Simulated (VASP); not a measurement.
Write the native input for VASP 6.6.1 that does the following.

| Item | Value |
| --- | --- |
| Task | relaxation of cell and atoms |
| Functional | r2SCAN |
| Dispersion | rVV10 |
| Potentials or basis | VASP PAW PBE potentials, release 64 (Ta_pv, N) |
| Cutoff | 600 eV |
| k mesh | 10 × 10 × 9 |
| Occupations | gaussian, width 0.05 eV |
| Spin | no spin polarisation |
| Further INCAR settings | ALGO = Normal; EDIFF = 1e-06; IBRION = 2; EDIFFG = -0.01; NSW = 40; ISIF = 3 |

The structure of TaN lies in POSCAR:

```
TaN
1.0
    2.9380000000      0.0000000000      0.0000000000
   -1.4690000000      2.5443826363      0.0000000000
    0.0000000000      0.0000000000      2.8830000000
Ta N
1 1
Direct
    0.0000000000      0.0000000000      0.5000000000
    0.6666666667      0.3333333333      0.0000000000
```

The input as run:

INCAR

```
ALGO     = Normal         # electronic algorithm
BPARAM   = 11.95        
CPARAM   = 0.0093       
EDIFF    = 1E-6           # SCF threshold, eV
EDIFFG   = -0.01          # ionic threshold
ENCUT    = 600            # plane-wave cutoff, eV
IBRION   = 2              # ionic algorithm
ISIF     = 3              # what is computed and relaxed
ISMEAR   = 0              # smearing method
IVDW_NL  = 2            
LASPH    = True           # aspherical terms in the spheres
LCHARG   = False          # write CHGCAR
LMIXTAU  = True         
LREAL    = False          # projectors in reciprocal space
LUSE_VDW = True         
LWAVE    = False          # write WAVECAR
METAGGA  = R2SCAN         # meta-GGA
NELM     = 80             # most SCF steps
NSW      = 40             # ionic steps
PREC     = Accurate       # precision mode
SIGMA    = 0.05           # smearing width, eV
```

KPOINTS

```
k-points
0
Gamma
  10 10 9
```

Potentials or basis: VASP PAW PBE potentials, release 64 (Ta_pv, N).

Launch:

```sh
$ cat potpaw_PBE.64/Ta_pv/POTCAR potpaw_PBE.64/N/POTCAR > POTCAR
$ mpirun -np 1 vasp_std > vasp.out
```

It gave:

```json
{
  "Relaxed volume": "10.77 Å³/atom",
  "Relaxed cell": "a = 2.936 Å, b = 2.936 Å, c = 2.885 Å, α = 90.00°, β = 90.00°, γ = 120.00°",
  "Space group after relaxing (to 0.05 Å)": "P-6m2 (No. 187)",
  "Energy gained by relaxing": "0.0 meV/atom",
  "Ionic steps": "3",
  "Pressure after relaxing": "0.0 GPa",
  "Band gap on the k mesh": "none (metal or under the smearing width)"
}
```

Caveat: the PAW data sets were made with another functional, which shifts forces and pressure a little.

Run time: 2.5 min on 1 thread of AMD EPYC 9R45 96-Core Processor (Zen 5), with other jobs on the host, peak memory 0.21 GiB.
